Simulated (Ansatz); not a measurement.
**Straining WSe₂**

All numbers below come from DFT PBE, scalar-relativistic, plane waves, PAW (Ansatz 0.2.0). (420 eV cutoff, 12×12×2 k-mesh, Gaussian smearing of 0.02 eV, no spin polarisation)

Starting point, cell and atoms relaxed:

```yaml
crystal:
  lattice:
    - [3.32099, 0.00000, 0.00000]
    - [-1.66049, 2.87606, 0.00000]
    - [0.00000, 0.00000, 15.04382]
  atoms:
    - { symbol: W, position: [0.66667, 0.33333, 0.75000] }
    - { symbol: W, position: [0.33333, 0.66667, 0.25000] }
    - { symbol: Se, position: [0.33333, 0.66667, 0.86154] }
    - { symbol: Se, position: [0.66667, 0.33333, 0.36154] }
    - { symbol: Se, position: [0.33333, 0.66667, 0.63846] }
    - { symbol: Se, position: [0.66667, 0.33333, 0.13846] }
```

Deformation: all cell vectors scaled alike, the atoms relaxed, all within the symmetry that the strain leaves. Energies are extrapolated to zero smearing. Gaps are Kohn–Sham gaps over the whole zone.

Spin-orbit coupling is left out, which matters for the bands and energies of heavy elements.

| strain (%) | ΔE (meV/atom) | a (Å) | b (Å) | c (Å) | gap (eV) |
| --- | --- | --- | --- | --- | --- |
| -3.0 | 27.8 | 3.221 | 3.221 | 14.593 | 1.19 |
| -2.0 | 12.1 | 3.255 | 3.255 | 14.743 | 1.28 |
| -1.0 | 3.0 | 3.288 | 3.288 | 14.893 | 1.37 |
| +0.0 | 0.0 | 3.321 | 3.321 | 15.044 | 1.45 |
| +1.0 | 2.8 | 3.354 | 3.354 | 15.194 | 1.40 |
| +2.0 | 10.9 | 3.387 | 3.387 | 15.345 | 1.21 |
| +3.0 | 24.1 | 3.421 | 3.421 | 15.495 | 1.03 |

(1) What stiffness (1/V) d²E/dε² at zero strain does a cubic fit over all points give?

(2) How fast does the gap move with strain on either side?

Results:

(1) A cubic fit gives (1/V) d²E/dε² = 386 GPa at zero strain (nine times the bulk modulus at fixed shape).

(2) 84 meV per percent on the compressed side and -47 meV per percent on the stretched side; it is indirect at -1.0 %, indirect at zero and indirect at +1.0 %.